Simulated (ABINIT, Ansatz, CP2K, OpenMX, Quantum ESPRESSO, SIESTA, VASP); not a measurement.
# Lu: programs and potentials compared

```
Lu
1.0
     3.50310    0.00000    0.00000
    -1.75155    3.03377    0.00000
     0.00000    0.00000    5.55090
Lu
2
Direct
  0.66667 0.33333 0.75000
  0.33333 0.66667 0.25000
```

Alike in all runs: task single point; functional PBE; k mesh 9 × 9 × 5; occupations fermi-dirac, width 0.05 eV; no spin polarisation; no spin-orbit coupling. Pressure is positive in compression and, in plane waves, holds the error of the finite cutoff, which Ansatz's Pulay term estimates and takes out.

```tsv
program and potentials	plane-wave cutoff (eV)	notes	pressure (GPa)
OpenMX, OpenMX 2013 PBE set, Lu8.0-s3p2d2f1, grid cutoff 300 Ry	-	atomic basis; 11 valence electrons an atom on average	1.03
VASP, PBE PAW files Lu, 520 eV	520	25 valence electrons an atom on average	-0.39
Quantum ESPRESSO, SSSP 1.3 efficiency PBE	748	25 valence electrons an atom on average	-0.57
Ansatz, Ansatz PAW (earlier soft set)	420	25 valence electrons an atom on average; Pulay term of +0.05 GPa included	-0.52
SIESTA, files PseudoDojo sr-pbe-0.4.1-standard, DZP (energy shift 0.003 Ry; two zetas on semicore shells)	-	atomic basis; 25 valence electrons an atom on average	-1.02
ABINIT, JTH PAW PBE v2.0	626	25 valence electrons an atom on average	-1.20
Ansatz, all-electron LAPW, scalar-relativistic	-	-	-0.51
CP2K, GTH_POTENTIALS Lu GTH-PBE-q25; DZVP-MOLOPT-SR-GTH basis	-	atomic basis; 25 valence electrons an atom on average	-0.17
```

The pressure spans -1.20 (ABINIT, JTH PAW PBE v2.0) to 1.03 GPa (OpenMX, OpenMX 2013 PBE set, Lu8.0-s3p2d2f1, grid cutoff 300 Ry), with all-electron results at -0.51. The pressure on the cell as given of OpenMX, OpenMX 2013 PBE set, Lu8.0-s3p2d2f1, grid cutoff 300 Ry lies far from the others; the cause wasn't traced. Rows in atomic bases carry the error of their basis and grid, which can be large.

The functional is the same throughout but for its coding, so the spread measures potentials, basis and numerics; runs on potential files found faulty are left out.
